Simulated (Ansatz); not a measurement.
## Structure types of Si$_{2}$W compared at 170 GPa

Structure types of Si$_{2}$W are relaxed in primitive cells with their symmetry kept at 170 GPa, first on PAW files, then by LAPW. The enthalpy is E + pV at zero temperature, without zero-point motion. Only the types listed were tried, and differences under about 5 meV/atom are mesh noise. The real phase may be another.

Level of theory: DFT with PBE, scalar-relativistic, in Ansatz 0.2.0; Fermi–Dirac smearing of 0.05 eV, no spin polarisation. LAPW: all electrons, basis error target 0.5 meV/atom; PAW: frozen-core files, cutoff 420 eV.

k meshes: MoSi2 16×16×16, fluorite 10×10×10, AlB2 10×10×8.

Spin–orbit coupling is left out, which matters for the heavy atoms.

Q: Which type is lowest in enthalpy, and by how much?

A: MoSi2, 794 meV/atom below AlB2. The whole table:

```
start type          ends as          a, b, c (Å)  V (Å³/atom)  H − H(lowest), LAPW (meV/atom)  same, PAW
     MoSi2    MoSi2, I4/mmm  2.829, 2.829, 7.119         9.50                             0.0        0.0
  fluorite  fluorite, Fm-3m  5.025, 5.025, 5.025        10.57                          2680.3     2690.2
      AlB2     AlB2, P6/mmm  3.737, 3.737, 2.359         9.51                           793.6      789.2
```

Q: Split the lead of MoSi2 over AlB2 into energy and pV.

A: For AlB2 less MoSi2: ΔE = +781.1 meV/atom, and p·ΔV = 170 GPa × +0.0118 Å³ × 6.242 meV/(GPa·Å³) = +12.5 meV/atom, together 793.6 meV/atom. MoSi2 wins on both counts.
